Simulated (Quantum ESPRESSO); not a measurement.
A calculation with Quantum ESPRESSO 7.5 of AlNi (native input, structure typed inline):

pw.in

```
&CONTROL
  calculation = 'scf'
  prefix = 'pwscf'
  outdir = './tmp'
  pseudo_dir = './pseudo'
  tprnfor = .true.
  tstress = .true.
  disk_io = 'low'
/
&SYSTEM
  ibrav = 0
  celldm(1) = 8
  nat = 2
  ntyp = 2
  ecutwfc = 45
  ecutrho = 360
  nbnd = 20
  occupations = 'smearing'
  smearing = 'fd'
  degauss = 0.00367493
  nspin = 2
  starting_magnetization(1) = 0.0556
  starting_magnetization(2) = 0
/
&ELECTRONS
  conv_thr = 4d-10
  electron_maxstep = 120
  mixing_beta = 0.3
/
ATOMIC_SPECIES
Ni    58.6934 ni_pbesol_v1.4.uspp.F.UPF
Al    26.9815 al_pbesol_v1.uspp.F.UPF
CELL_PARAMETERS alat
  0.4579500874319  -0.4613743066021   0.0000000000000
  0.4579500874319   0.4613743066021   0.0000000000000
  0.0000000000000   0.0000000000000   0.7321342400618
ATOMIC_POSITIONS crystal
Ni     0.5000000000    0.5000000000    0.5000000000
Al     0.0000000000    0.0000000000    0.0000000000
K_POINTS automatic
10 10 9 0 0 0
```

File pp_density.in:

```
&INPUTPP
  prefix = 'pwscf'
  outdir = './tmp'
  filplot = 'density.dat'
  plot_num = 0
/
&PLOT
  nfile = 1
  filepp(1) = 'density.dat'
  iflag = 3
  output_format = 6
  fileout = 'density.cube'
/
```

The input pp_potential.in:

```
&INPUTPP
  prefix = 'pwscf'
  outdir = './tmp'
  filplot = 'potential.dat'
  plot_num = 11
/
&PLOT
  nfile = 1
  filepp(1) = 'potential.dat'
  iflag = 3
  output_format = 6
  fileout = 'potential.cube'
/
```

Contents of pp_spin.in:

```
&INPUTPP
  prefix = 'pwscf'
  outdir = './tmp'
  filplot = 'spin.dat'
  plot_num = 6
/
&PLOT
  nfile = 1
  filepp(1) = 'spin.dat'
  iflag = 3
  output_format = 6
  fileout = 'spin.cube'
/
```

Potentials or basis: GBRV 1.5 PBEsol.

Run with:

```sh
$ OMP_NUM_THREADS=1 mpirun -n 2 pw.x -nk 2 -in pw.in > pw.out
$ OMP_NUM_THREADS=1 mpirun -n 1 pp.x -in pp_density.in > pp_density.out
$ OMP_NUM_THREADS=1 mpirun -n 1 pp.x -in pp_potential.in > pp_potential.out
$ OMP_NUM_THREADS=1 mpirun -n 1 pp.x -in pp_spin.in > pp_spin.out
```

The cell comes from a database or a generator and needn't be the stable form of this composition.

**Question.** Write the same calculation in another form: ASE script, Cartesian positions.

**Answer.** As run:

run.py

```python
import numpy as np
from ase.calculators.espresso import Espresso, EspressoProfile
from ase.io import read

atoms = read('AlNi.xyz')
atoms.set_initial_magnetic_moments([1.0, 0.0])

input_data = {
    'control': {'calculation': 'scf', 'prefix': 'pwscf', 'outdir': './tmp', 'tprnfor': True, 'tstress': True, 'disk_io': 'nowf'},
    'system': {'ecutwfc': 45.0, 'ecutrho': 360.0, 'nbnd': 20, 'occupations': 'smearing', 'smearing': 'fd', 'degauss': 0.00367493, 'nspin': 2},
    'electrons': {'conv_thr': 4e-10, 'electron_maxstep': 120, 'mixing_beta': 0.3},
}
pseudopotentials = {'Al': 'al_pbesol_v1.uspp.F.UPF', 'Ni': 'ni_pbesol_v1.4.uspp.F.UPF'}
profile = EspressoProfile(command='mpirun -n 2 pw.x -nk 2', pseudo_dir='pseudo')
dft = Espresso(profile=profile, input_data=input_data, pseudopotentials=pseudopotentials, kpts=(10, 10, 9), koffset=(0, 0, 0))
atoms.calc = dft

print(f'energy {atoms.get_potential_energy():.8f} eV')
print('forces (eV/A)')
print(np.round(atoms.get_forces(), 6))
print('stress (eV/A^3, Voigt)')
print(np.round(atoms.get_stress(), 8))
print(f'Fermi level {dft.get_fermi_level():.4f} eV')
```

Contents of AlNi.xyz:

```xyz
2
Lattice="1.9386940000 -1.9531901500 0.0000000000 1.9386940000 1.9531901500 0.0000000000 0.0000000000 0.0000000000 3.0994300413" Properties=species:S:1:pos:R:3 pbc="T T T"
Ni     1.9386940000      0.0000000000      1.5497150207
Al     0.0000000000      0.0000000000      0.0000000000
```

Potentials or basis: GBRV 1.5 PBEsol.

The run is started by

```console
$ OMP_NUM_THREADS=1 python run.py
```

Both were run:

|  | native input, structure typed inline | ASE script, Cartesian positions |
| --- | --- | --- |
| Pressure | 0.5 GPa | 0.5 GPa |
| Band gap on the k mesh | none (metal or under the smearing width) | none (metal or under the smearing width) |
| Net moment | 0.00 μB per cell | 0.00 μB per cell |
| Absolute moment | 0.00 μB per cell | 0.00 μB per cell |
| Valence electrons inside the program's atomic spheres | Ni 16.81; Al 1.24 | Ni 16.81; Al 1.24 |

Keys that steer only the numerical path or the files written may differ.
